# A settled energy and an unsettled pressure

A calculation of gallium phosphide can give the energy to within 0.3 meV per atom, get the pressure wrong by about 1 GPa, and still report that it has converged. This happens when the iteration towards a self-consistent electron density is stopped early. The energy hides a small fault in the electrons, whereas the pressure exposes it. The fault can be recognised by tightening the stopping threshold and watching the pressure itself.

Plane-wave DFT calculations with DFTK 0.8.2 for a fixed two-atom cell of GaP, using PBEsol, PseudoDojo norm-conserving potentials (standard, v0.4.1), a 1088 eV cutoff, a 4×4×4 k mesh and Gaussian smearing of 0.05 eV. Spins are collinear, starting from 0.5 μB on Ga. The sweep value is the density threshold tol, and free energies are relative to the run at 1e-8.

```csv
sweep value,energy less tightest (meV/atom),pressure (GPa),gap (eV),largest force (eV/Å),scf iterations
0.1,6.600,2.878,1.562,0.000,2
0.01,0.270,0.896,1.488,0.000,3
0.001,0.000,0.053,1.487,0.000,5
0.0001,0.000,-0.076,1.487,0.000,6
1e-5,0.000,-0.095,1.487,0.000,8
1e-6,0.000,-0.096,1.487,0.000,9
1e-8,0.000,-0.096,1.487,0.000,12
```

## What changes from row to row

In density-functional theory the electrons move in a potential that depends on their own density. The program therefore guesses a density, solves for the orbitals, forms a new density and repeats. The sweep value is the threshold for the change in density at which this loop stops. A smaller value means more rounds, counted under scf iterations.

The crystal is the same in every row, and so are the mesh, the cutoff and the potentials. The changes in energy, pressure and gap down the table are therefore numerical errors dying out, with no physics of the crystal in them. The errors below are counted from the tightest row, 1e-8.

Three rows carry the argument: the loose run at 0.01, the middle run at 0.001 and the tight run at 0.0001. All three met their own thresholds and were reported as converged. That report is correct, but it concerns the density, and a threshold on the density does not translate by itself into an accuracy in GPa.

## Where the failure shows

In the loose run the energy is already good enough for most purposes. The pressure is 0.90 GPa, while the tightest run gives −0.10 GPa. Someone who looked only at the energy would accept this run and take over a pressure that is wrong in both size and sign.

The middle run is more deceptive. Its energy agrees with the tightest one to the 0.01 meV per atom that the energies resolve. Its pressure is still positive, at 0.05 GPa, so the crystal seems to push outwards and want a larger cell. The settled answer for this mesh and cutoff is a slight pull inwards, which the tight run is the first to show.

The forces give no warning. Each atom sits at the centre of a regular tetrahedron of neighbours, so no direction is preferred and the force on it must vanish. A poor density with the same symmetry gives the same zero. The column of zeros is a property of the structure and no measure of convergence.

## Why the energy forgives and the pressure does not

It seems odd that an energy can be right while its slope is wrong, since pressure is minus the slope of energy against volume. The answer lies in how the slope is taken. The program does not solve for the electrons again at a neighbouring volume. It stretches the cell slightly, carries the present orbitals along with it, and works out how the energy would respond.

For fully relaxed electrons this gives the exact slope for a fixed set of plane waves. The electrons sit at a minimum of the energy, so the small readjustment they would make in the stretched cell does not alter the slope. For electrons that have not settled, the shortcut leaves out a readjustment that does matter.

A picture helps. Draw the true curve of energy against volume, with the electrons relaxed at each point. Now freeze the orbitals in a shape that would be right for some other volume nearby, and draw the energy of these frozen electrons. The second curve lies above the true one everywhere except at that other volume, where the two touch.

Near the point of contact the curves are almost equally high, yet their slopes already differ. In this picture an unfinished calculation sits on the frozen curve, a little to one side of the contact. Its height is nearly right and its slope is not.

## The picture as a formula

Let s be the distance in volume between the actual cell and the point of contact. Close to the contact, the gap in height between the curves is a parabola with some curvature c:

energy error = ½ c s²

The pressure is minus the slope, so its error is minus the derivative of this expression:

pressure error = −c s

When s falls to a tenth, the pressure error falls to a tenth and the energy error to a hundredth. Eliminating s gives a rule that the table can test: the energy error should follow the square of the pressure error.

Take the step from the roughest run, at 0.1, to the loose run. The pressure error falls from 2.97 to 0.99 GPa, which is to one third. The energy error should then fall to one ninth, from 6.6 to about 0.7 meV per atom. The calculation gives 0.27, a value that was not used in making the estimate.

The rule is thus too high by a factor of nearly three. The obvious alternative, in which both errors shrink in proportion, does much worse: it predicts 2.2 meV per atom, about eight times the computed value. The energy does settle far faster than the pressure, as the picture demands, but a single square law does not describe the whole descent.

The next step, from the loose to the middle run, separates the two ideas again. Proportional errors would leave 0.04 meV per atom in the middle run, which the energies would resolve, and no such error appears. The square rule leaves about 0.006 meV per atom, less than one step of the printed energies. The middle run therefore speaks against proportionality and is compatible with the square rule, though it cannot confirm it.

The weak point of the picture is that it describes the fault in the electrons by one number. Real orbitals can be wrong in many ways at once, and most of these do not correspond to the right shape for some other volume. A plausible reading of the first step, not tested here, is that the roughest run also contains faults that cost energy but hardly affect the pressure. A remnant of the small magnetic moment on gallium from which every run started could be one of them; the outputs give only the total moment, which is zero. Once such faults have gone, the energy has dropped faster than the rule allows.

## How to recognise it without knowing the answer

In practice there is no tightest run to compare with. What can be had is one more run with a threshold ten times smaller. The useful question is how much of the remaining error this second run reveals.

Suppose that the tightening reduces the pressure error by a factor r. The pressure then moves by the fraction 1 − 1/r of the error it had. With r = 3 the move shows two thirds of the error, and with r = 10 it shows nine tenths. The change between two runs is thus a fair estimate of the error in the looser one.

The table bears this out. Going from the roughest to the loose run reveals 67% of the error. The next two tenfold steps reveal 85% and 87%, and the step from the tight run to 1e-5 reveals about 95%. The estimate is somewhat too small each time, so a change only just below the wanted limit calls for one more step.

Applied to the loose run, the test is plain. Tightening to the middle run moves the pressure by 0.84 GPa, so the loose value cannot be used. One further step moves it by 0.13 GPa and reverses its sign, which rules out the middle run for any purpose that needs 0.1 GPa. The step after that moves it by only 0.02 GPa, and the tight run is accepted.

The test relies on an error that keeps its sign and shrinks markedly at each step, as the pressure error does here down to 1e-5. If the loop stalled or swung back and forth, two runs could agree and both be wrong. It also has to be made on the quantity that is wanted. Made on the energy, it would have passed the middle run without objection.

## What 1 GPa means for a layer on silicon

Gallium phosphide is grown on silicon because the two lattices nearly match; the difference is roughly 0.4%. A pressure error can be turned into an error of the same kind. Dividing it by the bulk modulus, roughly 90 GPa, gives the error in volume, and a third of that is the error in the lattice constant.

For the loose run this comes to about 1% in volume and 0.3 to 0.4% in the lattice constant. If the error stayed much the same while the volume changed, a cell relaxed by following this pressure would come out too large by about as much as the whole mismatch. The strain calculated for the layer would then owe as much to the stopping threshold as to the materials. In the tight run the same estimate gives less than 0.01%.

The cure is cheap. The tight run needs 1.8 times as many applications of the Hamiltonian, the basic unit of work in the loop, as the loose one. Going on to the tightest row nearly doubles the work again and moves the pressure by only 0.02 GPa. For strain in such a layer, the first expense is well spent and the second buys little.

## The gap settles early, but on what?

The gap has its own pace. It is 75 meV too wide in the roughest run and within half a meV of its final value in the loose one. Energy levels, like the pressure, respond directly to a fault in the density. A shift common to both band edges cancels in the gap, however, so a poor pressure need not come with a poor gap.

The settled value of 1.49 eV is the answer for this mesh and this functional, and a smaller threshold only reproduces it more exactly. The lowest conduction state of gallium phosphide lies near the edge of the Brillouin zone, and a coarse mesh can step over it. Semilocal functionals are also known to make gaps too small. Tightening the threshold removes the error of stopping early; an error of the mesh shows only when the mesh is changed, and one of the functional only when the functional is.
